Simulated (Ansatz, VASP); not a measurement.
Ti in VASP and in Ansatz

```
Ti
1.0
     6.48116    0.56904    0.47369
    -0.39097    4.04093    0.51391
    -1.52559   -0.62729    3.76820
Ti
6
Cartesian
  -0.6544 1.3262 2.7449
  1.0558 3.4317 3.7883
  2.0144 1.7251 1.6467
  3.7248 3.8305 2.6902
  -0.0875 3.6600 1.1182
  4.6833 2.1237 0.5485
```

Alike in both runs: functional PBE; k mesh 4 × 4 × 4; occupations gaussian, width 0.1 eV; no spin polarisation.

Ansatz relaxed the structure, and its values are those at the end. VASP's run is a single point on that final structure, the one shown.

|  | VASP | Ansatz |
| --- | --- | --- |
| version | VASP 6.6.1 | Ansatz 0.2.0 |
| potentials or method | VASP PAW PBE potentials, release 64 (Ti_sv) | scalar-relativistic, plane waves, PAW |
| plane-wave cutoff (eV) | 520 | 420 |
| valence electrons in the cell | 72 | 72 |

```tsv
	VASP	Ansatz	Ansatz less VASP
gap on the k mesh at the Fermi level (eV)	none	none	-
pressure (GPa)	-0.3	0.0	+0.30
```

A gap of «none» marks a metal or a gap that the smearing closes.

Caveats: the k mesh is coarse (spacing up to 0.40 Å⁻¹), so the values aren't converged.
